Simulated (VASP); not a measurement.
# HC60N3 (a cell with a defect) in VASP: a series of runs

One crystal, HC60N3 (a cell with a defect), is run at these levels: PBE, LDA, r2SCAN; tasks: single point.

All numbers are computed with VASP 6.6.1; they aren't measurements. Logs are shortened: lines on timing, memory, paths and dates and some standing lists are left out, and cuts for length are marked.

## Step 1: The structure

The cell holds a defect, 64 atoms: a = 7.140 Å, b = 7.140 Å, c = 7.140 Å, α = 90.00°, β = 90.00°, γ = 90.00°.

The cell was built by a generator and needn't be a form met in nature.

## Step 2: Single point, PBE

Contents of INCAR:

```
SYSTEM = HC60N3
  PREC = Accurate
  ENCUT = 520
  EDIFF = 1E-6
  ISMEAR = 0
  SIGMA = 0.03
  LREAL = .False.
  LASPH = .True.
  NELM = 60
  ALGO = Normal
  ISIF = 2
  LWAVE = .False.
  LCHARG = .False.
  GGA = PE
```

Contents of KPOINTS:

```
regular mesh
0
Gamma
  2 2 2
  0 0 0
```

Contents of POSCAR:

```
HC60N3
1.0
    7.1400000000      0.0000000000      0.0000000000
    0.0000000000      7.1400000000      0.0000000000
    0.0000000000      0.0000000000      7.1400000000
H C N
1 60 3
Direct
    0.5415095400      0.5415095400      0.5415095400
    0.6286785400      0.6286785400      0.6286785400
    0.5014860000      0.7507060000      0.7507060000
    0.7507060000      0.5014860000      0.7507060000
    0.7507060000      0.7507060000      0.5014860000
    0.4950870000      0.2505090000      0.7494590000
    0.4950870000      0.7494590000      0.2505090000
    0.2505090000      0.4950870000      0.7494590000
    0.7494590000      0.4950870000      0.2505090000
    0.2505090000      0.7494590000      0.4950870000
    0.7494590000      0.2505090000      0.4950870000
    0.6235760000      0.3759650000      0.8734240000
    0.6235760000      0.8734240000      0.3759650000
    0.3759650000      0.6235760000      0.8734240000
    0.8734240000      0.6235760000      0.3759650000
    0.3759650000      0.8734240000      0.6235760000
    0.8734240000      0.3759650000      0.6235760000
    0.5050870000      0.2510410000      0.2510410000
    0.2510410000      0.5050870000      0.2510410000
    0.2510410000      0.2510410000      0.5050870000
    0.1273950000      0.6227350000      0.6227350000
    0.6227350000      0.1273950000      0.6227350000
    0.6227350000      0.6227350000      0.1273950000
    0.9999620000      0.4999560000      0.4999560000
    0.4999560000      0.9999620000      0.4999560000
    0.4999560000      0.4999560000      0.9999620000
    0.1278200000      0.3773090000      0.3773090000
    0.3773090000      0.1278200000      0.3773090000
    0.3773090000      0.3773090000      0.1278200000
    0.6239330000      0.8758650000      0.8758650000
    0.8758650000      0.6239330000      0.8758650000
    0.8758650000      0.8758650000      0.6239330000
    0.0011195000      0.7494200000      0.7494200000
    0.7494200000      0.0011195000      0.7494200000
    0.7494200000      0.7494200000      0.0011195000
    0.1237350000      0.3750450000      0.8761320000
    0.1237350000      0.8761320000      0.3750450000
    0.3750450000      0.1237350000      0.8761320000
    0.8761320000      0.1237350000      0.3750450000
    0.3750450000      0.8761320000      0.1237350000
    0.8761320000      0.3750450000      0.1237350000
    0.9987500000      0.2495250000      0.7493430000
    0.9987500000      0.7493430000      0.2495250000
    0.2495250000      0.9987500000      0.7493430000
    0.7493430000      0.9987500000      0.2495250000
    0.2495250000      0.7493430000      0.9987500000
    0.7493430000      0.2495250000      0.9987500000
    0.1237820000      0.1237820000      0.6246850000
    0.1237820000      0.6246850000      0.1237820000
    0.6246850000      0.1237820000      0.1237820000
    0.0017403000      0.2503660000      0.2503660000
    0.2503660000      0.0017403000      0.2503660000
    0.2503660000      0.2503660000      0.0017403000
    0.1249420000      0.8743930000      0.8743930000
    0.8743930000      0.1249420000      0.8743930000
    0.8743930000      0.8743930000      0.1249420000
    0.9999680000      0.9999680000      0.4998950000
    0.9999680000      0.4998950000      0.9999680000
    0.4998950000      0.9999680000      0.9999680000
    0.1254050000      0.1254050000      0.1254050000
    0.9997840000      0.9997840000      0.9997840000
    0.6351560000      0.3648080000      0.3648080000
    0.3648080000      0.6351560000      0.3648080000
    0.3648080000      0.3648080000      0.6351560000
```

Potentials or basis: VASP PAW PBE potentials, release 64 (H, C, N).

Launch:

```
> cat potpaw_PBE.64/H/POTCAR potpaw_PBE.64/C/POTCAR potpaw_PBE.64/N/POTCAR > POTCAR
> mpirun -np 1 vasp_std > vasp.out
```

OUTCAR:

```text
SYSTEM = HC60N3
   PREC = Accurate
   ENCUT = 520
   EDIFF = 1E-6
   ISMEAR = 0
   LREAL = .False.
   LASPH = .True.
   NELM = 60
   ISIF = 2
   GGA = PE

 ion  position               nearest neighbor table
   1  0.542  0.542  0.542-   2 1.08
   2  0.629  0.629  0.629-   1 1.08   3 1.53   4 1.53   5 1.53
   3  0.501  0.751  0.751-   2 1.53  30 1.54  16 1.55  14 1.55
   4  0.751  0.501  0.751-   2 1.53  31 1.54  17 1.55  12 1.55
   5  0.751  0.751  0.501-   2 1.53  32 1.54  15 1.55  13 1.55
   6  0.495  0.251  0.749-  64 1.48  38 1.54  22 1.56  12 1.56
   7  0.495  0.749  0.251-  63 1.48  40 1.54  23 1.56  13 1.56
[... 52 lines left out ...]
  60  0.125  0.125  0.125-  51 1.54  52 1.54  53 1.54  61 1.55
  61  1.000  1.000  1.000-  54 1.55  55 1.55  56 1.55  60 1.55
  62  0.635  0.365  0.365-  18 1.48  11 1.48   9 1.48
  63  0.365  0.635  0.365-  19 1.48  10 1.48   7 1.48
  64  0.365  0.365  0.635-  20 1.48   8 1.48   6 1.48

  LATTYP: Found a simple cubic cell.
 ALAT       =     7.1400000000

  Lattice vectors:

 A1 = (   7.1400000000,   0.0000000000,   0.0000000000)
 A2 = (   0.0000000000,   7.1400000000,   0.0000000000)
 A3 = (   0.0000000000,   0.0000000000,   7.1400000000)

Analysis of symmetry for initial positions (statically):
=====================================================================
 Subroutine PRICEL returns:
 Original cell was already a primitive cell.

 Routine SETGRP: Setting up the symmetry group for a
 simple cubic supercell.

 Subroutine GETGRP returns: Found  6 space group operations
 (whereof  6 operations were pure point group operations)
 out of a pool of 48 trial point group operations.

The static configuration has the point symmetry C_3v.

Analysis of symmetry for dynamics (positions and initial velocities):
=====================================================================
 Subroutine PRICEL returns:
 Original cell was already a primitive cell.

 Routine SETGRP: Setting up the symmetry group for a
 simple cubic supercell.

 Subroutine GETGRP returns: Found  6 space group operations
 (whereof  6 operations were pure point group operations)
 out of a pool of 48 trial point group operations.

The dynamic configuration has the point symmetry C_3v.

 Subroutine INISYM returns: Found  6 space group operations
 (whereof  6 operations are pure point group operations),
 and found     1 'primitive' translations

----------------------------------------------------------------------------------------

                                     Primitive cell

  volume of cell :     363.9943

  direct lattice vectors                    reciprocal lattice vectors
     7.140000000  0.000000000  0.000000000     0.140056022  0.000000000  0.000000000
     0.000000000  7.140000000  0.000000000     0.000000000  0.140056022  0.000000000
     0.000000000  0.000000000  7.140000000     0.000000000  0.000000000  0.140056022

  length of vectors
     7.140000000  7.140000000  7.140000000     0.140056022  0.140056022  0.140056022

  position of ions in fractional coordinates (direct lattice)
     0.541509540  0.541509540  0.541509540
     0.628678540  0.628678540  0.628678540
     0.501486000  0.750706000  0.750706000
     0.750706000  0.501486000  0.750706000
     0.750706000  0.750706000  0.501486000
     0.495087000  0.250509000  0.749459000
[... 56 lines left out ...]
     0.364808000  0.635156000  0.364808000
     0.364808000  0.364808000  0.635156000

  ion indices of the primitive-cell ions
   primitive index   ion index
                 1           1
                 2           2
                 3           3
                 4           4
                 5           5
                 6           6
[... 56 lines left out ...]
                63          63
                64          64

----------------------------------------------------------------------------------------

 KPOINTS: regular mesh

Automatic generation of k-mesh.
 Grid dimensions read from file:
 generate k-points for:    2    2    2

 Generating k-lattice:

  Cartesian coordinates                     Fractional coordinates (reciprocal lattice)
     0.070028011  0.000000000  0.000000000     0.500000000  0.000000000  0.000000000
     0.000000000  0.070028011  0.000000000     0.000000000  0.500000000  0.000000000
     0.000000000  0.000000000  0.070028011     0.000000000  0.000000000  0.500000000

  Length of vectors
     0.070028011  0.070028011  0.070028011

  Shift w.r.t. Gamma in fractional coordinates (k-lattice)
     0.000000000  0.000000000  0.000000000

 Subroutine IBZKPT returns following result:
 ===========================================

 Found      4 irreducible k-points:

 Following reciprocal coordinates:
            Coordinates               Weight
  0.000000  0.000000  0.000000      1.000000
  0.500000  0.000000  0.000000      3.000000
  0.500000  0.500000  0.000000      3.000000
  0.500000  0.500000  0.500000      1.000000
   k-points           NKPTS =      4   k-points in BZ     NKDIM =      4   number of bands    NBANDS=    161
   number of dos      NEDOS =    301   number of ions     NIONS =     64
   total plane-waves  NPLWV = 157464
   dimension x,y,z NGX =    54 NGY =   54 NGZ =   54
   dimension x,y,z NGXF=   108 NGYF=  108 NGZF=  108
   ions per type =               1  60   3
   NGX,Y,Z   is equivalent  to a cutoff of  12.57, 12.57, 12.57 a.u.
   NGXF,Y,Z  is equivalent  to a cutoff of  25.15, 25.15, 25.15 a.u.
 SYSTEM =  HC60N3
   PREC   = accura    normal or accurate (medium, high low for compatibility)
   ISTART =      0    job   : 0-new  1-cont  2-samecut
   ICHARG =      2    charge: 1-file 2-atom 10-const
   ISPIN  =      1    spin polarized calculation?
   LNONCOLLINEAR =      F non collinear calculations
   LSORBIT =      F    spin-orbit coupling
   LASPH  =      T    aspherical Exc in radial PAW
   ENCUT  =  520.0 eV  38.22 Ry    6.18 a.u.  13.28 13.28 13.28*2*pi/ulx,y,z
   NELM   =     60;   NELMIN=  2; NELMDL= -5     # of ELM steps
   EDIFF  = 0.1E-05   stopping-criterion for ELM
   LREAL  =      F    real-space projection
   EDIFFG = 0.1E-04   stopping-criterion for IOM
   NSW    =      0    number of steps for IOM
   IBRION =     -1    ionic relax: 0-MD 1-quasi-New 2-CG
   NFREE  =      0    steps in history (QN), initial steepest desc. (CG)
   ISIF   =      2    stress and relaxation
   ISYM   =      2    0-nonsym 1-usesym 2-fastsym
   POTIM  = 0.5000    time-step for ionic-motion
   TEBEG  =    0.0;   TEEND  =   0.0 temperature during run
   PSTRESS=    0.0 pullay stress
   NELECT =     256.0000    total number of electrons
   NUPDOWN=      -1.0000    fix difference up-down
   EMIN   =  10.00;   EMAX   =-10.00  energy-range for DOS
   EFERMI =   0.00;   METHOD = LEGACY
   ISMEAR =     0;   SIGMA  =   0.03  broadening in eV -4-tet -1-fermi 0-gaus
   EFERMI_NEDOS =   21; number of points for ismear=-14 and -15
   IALGO  =     38    algorithm
   IMIX   =      4    mixing-type and parameters
     AMIX     =   0.40;   BMIX     =  1.00
     AMIX_MAG =   1.60;   BMIX_MAG =  1.00
  volume/ion in A,a.u.               =       5.69        38.38
  Fermi-wavevector in a.u.,A,eV,Ry     =   1.455872  2.751200 28.838420  2.119564
  Thomas-Fermi vector in A             =   2.572856
   LORBIT       =      0    0 simple, 1 ext, 2 COOP (PROOUT), +10 PAW based schemes
   GGA     = PE    functional components
   LHFCALC =     F    Hartree Fock is set to
   AEXX    =    0.0000 exact exchange contribution
   IVDW    =     0    specifies the selected vdW correction
   LEPSILON=     F    determine dielectric tensor
   LRPA    =     F    only Hartree local field effects (RPA)
 non-spin polarized calculation
 Gauss-broadening in eV      SIGMA  =   0.03
  energy-cutoff  :      520.00
  volume of cell :      363.99
 maximum number of plane-waves:      9808
 NGX is ok and might be reduce to    54
   NGX = 27   NGY = 27   NGZ = 27

 number of electron     256.0000003 magnetization

 Free energy of the ion-electron system (eV)
  ---------------------------------------------------
  ext. energy  EPLUGINS =         0.00000000
  ---------------------------------------------------
  free energy    TOTEN  =      -570.50021513 eV

  energy without entropy =     -570.50021513  energy(sigma->0) =     -570.50021513

 E-fermi :   9.9853     XC(G=0): -13.1716

 val. band max:        9.8337664602   @ k =   0.0000   0.0000   0.0000
 cond. band min:      13.5139462642   @ k =   0.5000   0.0000   0.0000
 fundamental gap:      3.6801798041
 Fermi energy:         9.9852949384

 k-point     1 :       0.0000    0.0000    0.0000
  band No.  band energies     occupation
      1     -12.2412      2.00000
      2     -10.6028      2.00000
      3     -10.6028      2.00000
      4     -10.1534      2.00000
      5      -9.7653      2.00000
      6      -9.7653      2.00000
[... 132 lines left out ...]
    139      14.3487      0.00000
    140      14.5591      0.00000

 k-point     2 :       0.5000    0.0000    0.0000
  band No.  band energies     occupation
      1     -11.8184      2.00000
      2     -11.5791      2.00000
      3     -10.4830      2.00000
      4     -10.0190      2.00000
      5      -9.5450      2.00000
      6      -9.2350      2.00000
[... 132 lines left out ...]
    139      16.0088      0.00000
    140      16.0839      0.00000

 k-point     3 :       0.5000    0.5000    0.0000
  band No.  band energies     occupation
      1     -11.4380      2.00000
      2     -11.2812      2.00000
      3     -11.1223      2.00000
      4     -10.7790      2.00000
      5      -9.8025      2.00000
      6      -9.3850      2.00000
[... 132 lines left out ...]
    139      15.8196      0.00000
    140      15.9179      0.00000

 k-point     4 :       0.5000    0.5000    0.5000
  band No.  band energies     occupation
      1     -11.1285      2.00000
      2     -11.0311      2.00000
      3     -11.0311      2.00000
      4     -10.3042      2.00000
      5     -10.2697      2.00000
      6     -10.2697      2.00000
[... 132 lines left out ...]
    139      15.4619      0.00000
    140      15.4673      0.00000
 [bands above 140 left out]

------------------------ aborting loop because EDIFF is reached ----------------------------------------

  FORCE on cell =-STRESS in cart. coord.  units (eV):
  Direction    XX          YY          ZZ          XY          YZ          ZX
  --------------------------------------------------------------------------------------
  -------------------------------------------------------------------------------------
  Total        2.0717818      2.0717818      2.0717818     -1.8379091     -1.8379091     -1.8379091
  in kB        9.1192675      9.1192675      9.1192675     -8.0898409     -8.0898409     -8.0898409
  external PRESSURE =       9.1192675 kB  Pullay stress =       0.0000000 kB

 VOLUME and BASIS-vectors are now :
 -----------------------------------------------------------------------------
  energy-cutoff  :      520.00
  volume of cell :      363.99
      direct lattice vectors                 reciprocal lattice vectors
     7.140000000  0.000000000  0.000000000     0.140056022  0.000000000  0.000000000
     0.000000000  7.140000000  0.000000000     0.000000000  0.140056022  0.000000000
     0.000000000  0.000000000  7.140000000     0.000000000  0.000000000  0.140056022

 POSITION                                       TOTAL-FORCE (eV/Angst)
 -----------------------------------------------------------------------------------
      3.86638      3.86638      3.86638         0.081894      0.081894      0.081894
      4.48876      4.48876      4.48876         0.724386      0.724386      0.724386
      3.58061      5.36004      5.36004        -0.088363     -0.257195     -0.257195
      5.36004      3.58061      5.36004        -0.257195     -0.088363     -0.257195
      5.36004      5.36004      3.58061        -0.257195     -0.257195     -0.088363
      3.53492      1.78863      5.35114         0.007990     -0.003865      0.008477
[... 56 lines left out ...]
      2.60473      4.53501      2.60473        -0.054468     -0.004632     -0.054468
      2.60473      2.60473      4.53501        -0.054468     -0.054468     -0.004632
 -----------------------------------------------------------------------------------
    total drift:                                0.000134      0.000134      0.000131

  FREE ENERGIE OF THE ION-ELECTRON SYSTEM (eV)
  ---------------------------------------------------
  free  energy   TOTEN  =      -570.5002151338 eV

  energy  without entropy=     -570.5002151338  energy(sigma->0) =     -570.50021513
```

Run time: 5.5 min. Hardware: 1 thread of Intel Xeon Platinum 8488C (Sapphire Rapids), shared host; peak memory 0.48 GiB.

Results:

```yaml
Free_energy: -570.5002 eV
Pressure: 0.9 GPa
Largest_force: 1.255 eV/Å
Band_gap_on_the_k_mesh: 3.68 eV, indirect (least direct gap 3.75 eV)
```

Forces on the atoms (eV/Å):
```
H    0.082  0.082  0.082
C    0.724  0.724  0.724
C   -0.088 -0.257 -0.257
C   -0.257 -0.088 -0.257
C   -0.257 -0.257 -0.088
C    0.008 -0.004  0.008
C    0.008  0.008 -0.004
C   -0.004  0.008  0.008
C    0.008  0.008 -0.004
C   -0.004  0.008  0.008
C    0.008 -0.004  0.008
C    0.034 -0.017  0.021
C    0.034  0.021 -0.017
C   -0.017  0.034  0.021
C    0.021  0.034 -0.017
C   -0.017  0.021  0.034
C    0.021 -0.017  0.034
C    0.001 -0.013 -0.013
C   -0.013  0.001 -0.013
C   -0.013 -0.013  0.001
C   -0.002 -0.003 -0.003
C   -0.003 -0.002 -0.003
C   -0.003 -0.003 -0.002
C   -0.003  0.001  0.001
C    0.001 -0.003  0.001
C    0.001  0.001 -0.003
C    0.000  0.000  0.000
C    0.000  0.000  0.000
C    0.000  0.000  0.000
C    0.079 -0.095 -0.095
C   -0.095  0.079 -0.095
C   -0.095 -0.095  0.079
C    0.006  0.009  0.009
C    0.009  0.006  0.009
C    0.009  0.009  0.006
C    0.003 -0.003 -0.005
C    0.003 -0.005 -0.003
C   -0.003  0.003 -0.005
C   -0.005  0.003 -0.003
C   -0.003 -0.005  0.003
C   -0.005 -0.003  0.003
C    0.006 -0.004 -0.011
C    0.006 -0.011 -0.004
C   -0.004  0.006 -0.011
C   -0.011  0.006 -0.004
C   -0.004 -0.011  0.006
C   -0.011 -0.004  0.006
C   -0.004 -0.004  0.014
C   -0.004  0.014 -0.004
C    0.014 -0.004 -0.004
C    0.002 -0.002 -0.002
C   -0.002  0.002 -0.002
C   -0.002 -0.002  0.002
C    0.005 -0.001 -0.001
C   -0.001  0.005 -0.001
C   -0.001 -0.001  0.005
C   -0.011 -0.011 -0.018
C   -0.011 -0.018 -0.011
C   -0.018 -0.011 -0.011
C   -0.004 -0.004 -0.004
C    0.001  0.001  0.001
N   -0.005 -0.054 -0.054
N   -0.054 -0.005 -0.054
N   -0.054 -0.054 -0.005
```

Stress tensor (GPa, compression positive):
```
 0.91 -0.81 -0.81
-0.81  0.91 -0.81
-0.81 -0.81  0.91
```

Caveat: the k mesh is coarse (spacing up to 0.44 Å⁻¹), so the values aren't converged.

(Part 1 of 2 ends here.)
